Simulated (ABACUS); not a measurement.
The system is Fe.

```
Fe
1.0
     2.43416    0.00000    0.00000
    -1.21708    2.10804    0.00000
     0.00000    0.00000    3.84193
Fe
2
Direct
  0.66667 0.33333 0.75000
  0.33333 0.66667 0.25000
```

This isn't the form of Fe at room conditions, which is bcc.

* Program: ABACUS 3.10.1
* Task: relaxation of cell and atoms
* Functional: r2SCAN
* Potentials or basis: SG15 ONCV 1.2 PBE
* Cutoff: 1415 eV
* Density cutoff: 5660 eV
* Basis: plane waves
* k mesh: 8 × 8 × 4
* Occupations: fermi-dirac, width 0.05 eV
* Spin: collinear spin, ferromagnetic start
* Starting moments: [3.0, 3.0] μB

At the start: pressure 57.2 GPa; volume 9.86 Å³/atom.

Task: How do energy, volume and symmetry change on relaxing?

Result: Over 10 steps the energy falls by 520.3 meV/atom and the volume is 12.30 Å³/atom (+24.7 %); space group P6_3/mmc (No. 194, to 0.05 Å); moment 5.63 μB per cell.

The path:
| step | energy change (eV) | largest force (eV/Å) | pressure (GPa) | volume (Å³) |
| --- | --- | --- | --- | --- |
| 1 | 0.0000 | 0.0000 | 57.17 | 19.71 |
| 2 | -0.6506 | 0.0000 | 35.11 | 21.26 |
| 3 | -1.0117 | 0.0000 | -1.99 | 24.90 |
| 4 | -1.0170 | 0.0000 | -1.97 | 24.79 |
| 5 | -0.6724 | 0.0000 | -14.49 | 28.51 |
| 6 | -1.0229 | 0.0000 | -3.68 | 25.16 |
| 7 | -0.6128 | 0.0000 | 13.82 | 23.39 |
| 8 | -1.0403 | 0.0000 | -1.53 | 24.78 |
| 9 | -1.0405 | 0.0000 | -0.49 | 24.64 |
| 10 | -1.0406 | 0.0000 | -0.15 | 24.59 |

Final structure:
```cif
data_structure
_symmetry_space_group_name_H-M 'P 1'
_symmetry_Int_Tables_number 1
_cell_length_a 2.5394
_cell_length_b 2.5394
_cell_length_c 4.4034
_cell_angle_alpha 90.000
_cell_angle_beta 90.000
_cell_angle_gamma 120.000
_cell_volume 24.59
loop_
_atom_site_label
_atom_site_type_symbol
_atom_site_fract_x
_atom_site_fract_y
_atom_site_fract_z
_atom_site_occupancy
Fe1 Fe 0.66667 0.33333 0.75000 1
Fe2 Fe 0.33333 0.66667 0.25000 1
```

Caveat: the k mesh is coarse (spacing up to 0.41 Å⁻¹), so the values aren't converged; the volume moved by over 15 % at a fixed basis, so the end points are rough; the potentials were made for another functional, which shifts forces and pressure.
